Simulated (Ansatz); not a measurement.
# B11As12: the cost of one run

Program: Ansatz 0.2.0. Level of theory: DFT PBEsol, scalar-relativistic, plane waves, PAW. These are calculated values, not measurements.

2 further runs of the same task are left out: 2 set aside as unsound or not needed.

**1. The starting structure**

The structure is cubic, space group F-43m (No. 216). Conventional cell: a = 4.768 Å, b = 4.768 Å, c = 4.768 Å, α = 90.00°, β = 90.00°, γ = 90.00°. Around B (site symmetry -43m) lie 4 As at 2.06 Å. As (site symmetry -43m) has 4 B at 2.06 Å in its first shell of neighbours.

Structure file:

```xyz
2
Lattice="0.0000 2.3839 2.3839 2.3839 0.0000 2.3839 2.3839 2.3839 0.0000" Properties=species:S:1:pos:R:3 pbc="T T T"
B     0.0000    0.0000    0.0000
As    3.5759    3.5759    3.5759
```

It is the result of an earlier relaxation at this level (volume 13.55 Å³/atom; gap on the mesh: 1.08 eV).

Bulk energy on matching settings, from an earlier run: -2482.8837 eV/atom.

**2. The (210) slab**

Planes are indexed in the bulk's conventional cell (F-43m (No. 216)), a = 4.768 Å, b = 4.768 Å, c = 4.768 Å, α = 90.00°, β = 90.00°, γ = 90.00°.

Cut from the relaxed bulk: a (210) slab, 11.7 Å thick as cut, with 15 Å of vacuum; its outer planes are As (top) and As (bottom).

The slab as cut. Layers, bottom to top:

```
plane  atoms per cell  height over the lowest (Å)
    1              As                        0.00
    2               B                        0.53
    3              As                        1.07
    4               B                        1.60
    5              As                        2.13
    6               B                        2.67
    7              As                        3.20
    8               B                        3.73
    9              As                        4.26
   10               B                        4.80
   11              As                        5.33
   12               B                        5.86
   13              As                        6.40
   14               B                        6.93
   15              As                        7.46
   16               B                        8.00
   17              As                        8.53
   18               B                        9.06
   19              As                        9.60
   20               B                       10.13
   21              As                       10.66
   22               B                       11.19
   23              As                       11.73
```

**3. Single point on the unrelaxed (210) slab**

The cell repeats along c, and a dipole correction in the vacuum removes the field between the copies.

File input.yaml:

```yaml
crystal:
  lattice:
    - [4.7678758036, 0.0, 0.0]
    - [-2.3839379018, 5.3306472025, 0.0]
    - [0.0, 0.0, 26.7274238456]
  atoms:
    - { symbol: As, position: [0.1, 0.7, 0.2806106583] }
    - { symbol: B, position: [0.7, 0.4, 0.3005551439] }
    - { symbol: As, position: [0.8, 0.1, 0.3204996295] }
    - { symbol: B, position: [0.4, 0.8, 0.3404441151] }
    - { symbol: As, position: [0.5, 0.5, 0.3603886007] }
    - { symbol: B, position: [0.1, 0.2, 0.3803330863] }
    - { symbol: As, position: [0.2, 0.9, 0.400277572] }
    - { symbol: B, position: [0.8, 0.6, 0.4202220576] }
    - { symbol: As, position: [0.9, 0.3, 0.4401665432] }
    - { symbol: B, position: [0.5, 0.0, 0.4601110288] }
    - { symbol: As, position: [0.6, 0.7, 0.4800555144] }
    - { symbol: B, position: [0.2, 0.4, 0.5] }
    - { symbol: As, position: [0.3, 0.1, 0.5199444856] }
    - { symbol: B, position: [0.9, 0.8, 0.5398889712] }
    - { symbol: As, position: [0.0, 0.5, 0.5598334568] }
    - { symbol: B, position: [0.6, 0.2, 0.5797779424] }
    - { symbol: As, position: [0.7, 0.9, 0.599722428] }
    - { symbol: B, position: [0.3, 0.6, 0.6196669137] }
    - { symbol: As, position: [0.4, 0.3, 0.6396113993] }
    - { symbol: B, position: [0.0, 0.0, 0.6595558849] }
    - { symbol: As, position: [0.1, 0.7, 0.6795003705] }
    - { symbol: B, position: [0.7, 0.4, 0.6994448561] }
    - { symbol: As, position: [0.8, 0.1, 0.7193893417] }
basis:
  ecutwfc: 420
kpoints:
  mp_grid: { grid: [6, 5, 1] }
hamiltonian:
  xc: pbesol
scf:
  occupations: { method: gaussian, width: 0.05 }
output:
  forces: true
  stress: true
  eigenvalues: true
  write_density: true
  write_potential: true
  elf: true
  volumetric_format: npy
efield:
  axis: 3
  dipole_correction: true
  ramp_width: 0.04
```

Command:

```
> ansatz run input.yaml --threads 2 --pin off --max-ram 5120MiB --backend cpu --events-out ev --progress --plain --runs-dir out
```

What time and memory should one allow on 2 threads of Intel Xeon Platinum 8488C (Sapphire Rapids), shared host?

About 92 s, with a peak of 1.8 GiB.
